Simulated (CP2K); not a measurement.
Crystal: Ta.

```
CELL_PARAMETERS angstrom
2.90037 0.00000 0.00000
-1.45019 2.51180 0.00000
0.00000 0.00000 5.16627
ATOMIC_POSITIONS crystal
Ta 0.33333 0.66667 0.25000
Ta 0.66667 0.33333 0.75000
```

This isn't the form of Ta at room conditions, which is bcc.

Program: CP2K 2026.2. Alike in all runs: potentials or basis POTENTIAL_UZH Ta GTH-PBE-q13; TZVP-MOLOPT-PBE-GTH basis; no spin polarisation; cell as given; k mesh 11 × 11 × 5; smearing fermi-dirac 0.05 eV.

**Question.** Order these runs on this cell by their pressure, lowest first.
A. level PBE
B. level HLE16
C. level vdW-DF2; cutoff of the non-local correlation (Ry) 300
D. level HLE17; points a segment of the path (NPOINTS) 6; bands added on the path 6
E. level PBEsol; points a segment of the path (NPOINTS) 6; bands added on the path 6

**Answer.** B (-40.6 GPa), D (-23.8 GPa), E (-7.0 GPa), A (-2.0 GPa), C (7.5 GPa).

Caveats: the basis of atomic orbitals isn't converged, which shifts pressures, moduli and gaps; the potentials were made for another functional, which shifts forces and pressure (some runs); the potentials were made for a functional far from this one (some runs); the cell as given lies far from equilibrium (some runs).
